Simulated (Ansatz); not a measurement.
The cell is COD entry 1011050, as deposited and not checked against the literature; nothing was relaxed. It is an old determination, and later ones may differ. The listed cell was then made from it by scaling, straining or moving an atom.

AgI: DFT, LDA, all-electron LAPW, scalar-relativistic (Ansatz 0.2.0). What sets it apart from a plain run of this crystal: zz strain of +2 %.

Command: `ansatz run input.yaml --threads 1 --pin off --max-ram 4096MiB --backend cpu --events-out ev --progress --plain --runs-dir out` The run took 120 s on 1 thread of Arm Neoverse V1, on a shared host, peak memory 0.51 GiB.

```yaml
crystal:
  lattice:
    - [4.5800015808, 0.0, 0.0]
    - [-2.2900007904, 3.9663977183, 0.0]
    - [0.0, 0.0, 7.6602]
  atoms:
    - { symbol: Ag, position: [0.3333333333, 0.6666666667, 0.0] }
    - { symbol: Ag, position: [0.6666666667, 0.3333333333, 0.5] }
    - { symbol: I, position: [0.3333333333, 0.6666666667, 0.375] }
    - { symbol: I, position: [0.6666666667, 0.3333333333, 0.875] }
kpoints:
  mp_grid: { grid: [8, 8, 4] }
  band_path:
    path:
      - [0.0, 0.0, 0.0]
      - [0.5, 0.0, 0.0]
      - [0.3333333333, 0.3333333333, 0.0]
      - [0.0, 0.0, 0.0]
      - [0.0, 0.0, 0.5]
      - [0.5, 0.0, 0.5]
      - [0.3333333333, 0.3333333333, 0.5]
      - [0.0, 0.0, 0.5]
      - [0.5, 0.0, 0.5]
    npoints: 5
scf:
  occupations: { method: fermi_dirac, width: 0.02 }
hamiltonian:
  xc: lda
  pseudopotentials: { kind: all_electron, lapw: { basis_error: 0.001 } }
output:
  forces: true
  stress: true
  eigenvalues: true
```

Output (standing set-up lines are left out):

```
LAPW: plane waves up to 8.079 Å⁻¹, error target 1.0e-3 eV per atom; small_component_spin mean_spin; Ag in spheres of 1.423 Å, 19 of its electrons in bands, Dirac shells []; I in spheres of 1.389 Å, 25 of its electrons in bands, Dirac shells []
Crystal: 4 atoms, lattice volume = 139.156 Å³
Basis set: ecut = 248.69920657180353 eV, 1237 PW (Γ), exchange–correlation at level 2
Space group: P63mc (ITA 186), of the structure as read, at distance tolerance 5.2e-5 Å
iter 1 solved again at ethr=2.25e-4 eV; its pass at ethr=1.00e-1 eV (dr2=1.98e-1 eV) is discarded
SCF iter   1: F=—  HF=-676018.783093 eV  |F-HF|=—  |Δ(HF+E_count)|=         —  Δρ=1.06e-2  dr2=2.02e-1  ethr=2.25e-4  ⟨swp⟩=3.0  Hψ=10609  notcnv=0
preconditioner: auto → Resta (q_TF=auto, 2.528 Å⁻¹)  ε∞=4.9  [insulator: Δε(μ)=0.912 eV  Ē_g=9.518 eV  σ=0.020 eV  W_gap=1.00  n_scr=36 (ndim 8)  ℏωp=18.9 eV  f_vac=0.256  D(μ)=0.00/eV (n_scr^D=0)  ε∞_Penn≈4.9]
SCF iter   2: F=—  HF=-676018.628535 eV  |F-HF|=—  |Δ(HF+E_count)|=   1.55e-1  Δρ=4.75e-3  dr2=3.49e-2  ethr=2.25e-4  ⟨swp⟩=3.0  Hψ=5329  notcnv=0
SCF iter   3: F=—  HF=-676018.588425 eV  |F-HF|=—  |Δ(HF+E_count)|=   4.01e-2  Δρ=3.98e-3  dr2=2.75e-2  ethr=3.96e-5  ⟨swp⟩=2.9  Hψ=4926  notcnv=0
iter 4 solved again at ethr=2.99e-6 eV; its pass at ethr=3.12e-5 eV (dr2=2.63e-3 eV) is discarded
SCF iter   4: F=—  HF=-676018.581032 eV  |F-HF|=—  |Δ(HF+E_count)|=   7.39e-3  Δρ=1.13e-3  dr2=2.62e-3  ethr=2.99e-6  ⟨swp⟩=2.0  Hψ=8039  notcnv=0
SCF iter   5: F=—  HF=-676018.580754 eV  |F-HF|=—  |Δ(HF+E_count)|=   2.79e-4  Δρ=2.06e-4  dr2=1.54e-4  ethr=2.98e-6  ⟨swp⟩=2.0  Hψ=4560  notcnv=0
SCF iter   6: F=—  HF=-676018.580726 eV  |F-HF|=—  |Δ(HF+E_count)|=   2.78e-5  Δρ=9.90e-5  dr2=2.21e-5  ethr=1.75e-7  ⟨swp⟩=2.0  Hψ=4560  notcnv=0
SCF iter   7: F=—  HF=-676018.580740 eV  |F-HF|=—  |Δ(HF+E_count)|=   1.39e-5  Δρ=3.88e-5  dr2=4.48e-6  ethr=2.51e-8  ⟨swp⟩=2.1  Hψ=4564  notcnv=0
SCF iter   8: F=—  HF=-676018.580744 eV  |F-HF|=—  |Δ(HF+E_count)|=   4.24e-6  Δρ=8.56e-6  dr2=2.52e-7  ethr=5.09e-9  ⟨swp⟩=3.0  Hψ=4687  notcnv=0
SCF iter   9: F=-676018.580744 eV  HF=-676018.580744 eV  |F-HF|=1.61e-8  |Δ(HF+E_count)|=   1.52e-7  Δρ=3.47e-6  dr2=3.43e-8  ethr=2.86e-10  ⟨swp⟩=3.0  Hψ=4664  notcnv=0
SCF 1 converged in 9 iterations: F = -676018.580744 eV  dr2 = 3.43e-8
NSCF: frozen V_eff on 41 k-points
SCF converged after 9 iterations
Free energy (F): -676018.580744 eV
Harris-Foulkes:  -676018.580744 eV  (|F-HF|=1.61e-8)
Internal energy: -676018.580744 eV  (E = F + TS)
E sigma→0 (E₀):  -676018.580744 eV
Fermi energy:    8.096564 eV
--- Per-component energies (eV) ---
  E_band       = -3537.917207
  E_kinetic    = 711577.945571
  E_xc         = -17427.311927
  E_electrostatic = -1370169.214388  (all electrons and nuclei)
  E_smearing   = -0.000000  (= −TS)
  E_closure    = 0.000000  (closes the sum)
  E_atoms      = -676006.475339  (free atoms, spherical and without spin; not in F)
  Σ components = -676018.580744   (vs F -676018.580744, Δ=0.00e0)
  Basis errors (estimates in eV, not in F): energy 4.3e-4 per atom: plane waves 3.9e-4 (2.3e-4 summed), levels above the bands 7.9e-170, relativity 3.3e-9, radial functions 3.2e-5, core shells 7.4e-7; eigenvalues (radial functions only) 1.0e-6; not estimated: angular momenta, meshes, grids; target (lapw.basis_error) 1.0e-3; muffin-tin radii Ag 1.423 Å, I 1.389 Å
--- Forces (eV/Å), atoms counted from 1 ---
  atom   1  Ag    -0.00000000     0.00000000     0.05999136
  atom   2  Ag     0.00000000    -0.00000000     0.05999136
  atom   3  I     -0.00000000     0.00000000    -0.05998699
  atom   4  I     -0.00000000    -0.00000000    -0.05998699
  max |Σ_I F_I| component: 8.74e-6 eV/Å
--- Stress (GPa, compression-positive) ---
       -2.411357       0.000000       0.000000
        0.000000      -2.411357      -0.000000
        0.000000      -0.000000      -3.415052
  P = ⅓ Tr σ = -2.7459 GPa (-27.459 kbar)
--- Band table (eV; the first three rows and the last of 30) ---
  k-point 0: bands = ["-166.9001", "-166.9001", "-114.0921", "-114.0920", "-114.0913", "-114.0913", "-114.0913", "-114.0913", "-82.8029", "-82.8029", "-46.3910", "-46.3910", "-46.3910", "-46.3910", "-46.3866", "-46.3865", "-37.1688", "-37.1688", "-37.1687", "-37.1687", "-37.1684", "-37.1682", "-37.1649", "-37.1649", "-37.1648", "-37.1648", "-5.2917", "-5.0286", "3.3858", "3.3858", "3.4152", "3.4420", "3.5120", "3.5120", "4.4564", "4.4564", "4.5445", "4.5445", "4.6404", "6.9016", "6.9016", "7.4266", "7.5613", "7.5613", "8.6173", "10.0483", "13.1925", "13.2853", "13.2853", "14.1569", "14.1569", "14.4473", "16.1103"]
  k-point 1: bands = ["-166.9001", "-166.9001", "-114.0921", "-114.0921", "-114.0913", "-114.0913", "-114.0913", "-114.0913", "-82.8029", "-82.8029", "-46.3910", "-46.3910", "-46.3910", "-46.3910", "-46.3866", "-46.3865", "-37.1687", "-37.1687", "-37.1687", "-37.1687", "-37.1684", "-37.1682", "-37.1649", "-37.1649", "-37.1648", "-37.1648", "-5.2546", "-5.0687", "3.3711", "3.3800", "3.4005", "3.4005", "3.4892", "3.4892", "4.4722", "4.4722", "4.5350", "4.5350", "4.9951", "6.7484", "6.9932", "6.9932", "7.4591", "7.4591", "9.3043", "10.0771", "12.8720", "13.3567", "13.3567", "13.8359", "13.9507", "13.9507", "16.1726"]
  k-point 2: bands = ["-166.9001", "-166.9001", "-114.0921", "-114.0921", "-114.0913", "-114.0913", "-114.0913", "-114.0913", "-82.8029", "-82.8029", "-46.3910", "-46.3910", "-46.3910", "-46.3910", "-46.3866", "-46.3866", "-37.1687", "-37.1687", "-37.1687", "-37.1687", "-37.1683", "-37.1683", "-37.1648", "-37.1648", "-37.1648", "-37.1648", "-5.1632", "-5.1632", "3.3326", "3.3326", "3.4409", "3.4409", "3.4409", "3.4409", "4.5067", "4.5067", "4.5067", "4.5067", "5.7934", "5.7934", "7.2208", "7.2208", "7.2208", "7.2208", "9.9798", "9.9798", "12.9279", "12.9279", "13.5940", "13.5940", "13.5940", "13.5940", "16.6018"]
  k-point 29: bands = ["-166.9001", "-166.9001", "-114.0921", "-114.0921", "-114.0913", "-114.0913", "-114.0913", "-114.0913", "-82.8029", "-82.8029", "-46.3911", "-46.3911", "-46.3911", "-46.3911", "-46.3865", "-46.3865", "-37.1690", "-37.1690", "-37.1688", "-37.1688", "-37.1682", "-37.1682", "-37.1648", "-37.1648", "-37.1648", "-37.1648", "-4.9398", "-4.9398", "3.3511", "3.3511", "3.5615", "3.5615", "3.8034", "3.8034", "4.4543", "4.4543", "4.6615", "4.6615", "4.7892", "4.7892", "5.7065", "5.7065", "6.3704", "6.3704", "11.1775", "11.1775", "12.9433", "12.9433", "13.4202", "13.4202", "15.3227", "15.3227", "16.3818"]
```
